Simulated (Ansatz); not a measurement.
Here is an Ansatz 0.2.0 calculation.

The input input.yaml:

```yaml
crystal:
  lattice:
    - [6.3616090156, 0.0, 0.0]
    - [0.0, 3.48040306, 0.0]
    - [-0.0857412231, 0.0, 36.1758904685]
  atoms:
    - { symbol: Te, position: [0.4292511, 0.75, 0.54070358] }
    - { symbol: Te, position: [0.5707489, 0.25, 0.45929642] }
    - { symbol: Te, position: [0.92084787, 0.25, 0.55652732] }
    - { symbol: Te, position: [0.07915213, 0.75, 0.44347268] }
    - { symbol: Mo, position: [0.18134756, 0.25, 0.49746537] }
    - { symbol: Mo, position: [0.81865244, 0.75, 0.50253463] }
hamiltonian:
  xc: pbe
  pseudopotentials: { kind: paw }
  dispersion: d4
kpoints:
  mp_grid: { grid: [4, 8, 1] }
scf:
  occupations: { method: fermi_dirac, width: 0.05 }
output:
  forces: true
  stress: true
  eigenvalues: true
relax:
  f_tol: 0.01
  max_steps: 40
  cell: { stress_tol: 0.05 }
```

Potentials or basis: Ansatz PAW.

The run is started by

```sh
$ ansatz run input.yaml --threads 2 --pin off --max-ram 5632MiB --backend cpu --events-out ev --progress --plain --runs-dir out
```

(1) Estimate the space group after relaxing (to 0.05 Å).

(2) What does it give for the relaxed volume?

Answers

(1) P2_1/m (No. 11).

(2) 129.95 Å³/atom.
